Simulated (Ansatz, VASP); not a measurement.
**Two plane-wave programs on Re**

```
Re
1.0
     4.93360    0.00000    0.00000
     0.00000    4.93360    0.00000
     0.00000    0.00000    4.93360
Re
8
Direct
  0.50000 0.50000 0.50000
  0.00000 0.00000 0.00000
  0.25000 0.00000 0.50000
  0.50000 0.25000 0.00000
  0.50000 0.75000 0.00000
  0.75000 0.00000 0.50000
  0.00000 0.50000 0.75000
  0.00000 0.50000 0.25000
```

Alike in both runs: task relaxation of cell and atoms; functional PBEsol; k mesh 4 × 4 × 4; occupations gaussian, width 0.1 eV; no spin polarisation.

```csv
,VASP,Ansatz
version,VASP 6.6.1,Ansatz 0.2.0
potentials or method,"VASP PAW PBE potentials, release 64 (Re)","scalar-relativistic, plane waves, PAW"
plane-wave cutoff (eV),600,420
valence electrons in the cell,56,120
```

Ansatz gave:

| Quantity | Value |
| --- | --- |
| gap on the k mesh at the Fermi level, each at its own relaxed structure (eV) | none |
| relaxed volume (Å³/atom) | 14.82 |
| relaxed cell length with the largest relative difference (Å) | 4.913 |
| energy change over the relaxation (meV/atom) | -3 |

Which values does VASP return?

gap on the k mesh at the Fermi level, each at its own relaxed structure (eV): none; relaxed volume (Å³/atom): 14.80; relaxed cell length with the largest relative difference (Å): 4.911; energy change over the relaxation (meV/atom): -4.

A gap of «none» marks a metal or a gap that the smearing closes. The two sets of potentials don't hold the same shells in valence.

Caveats: the PAW data sets were made with another functional, which shifts forces and pressure a little (VASP). The runs have no spin-orbit coupling, so splittings on Re are missing.
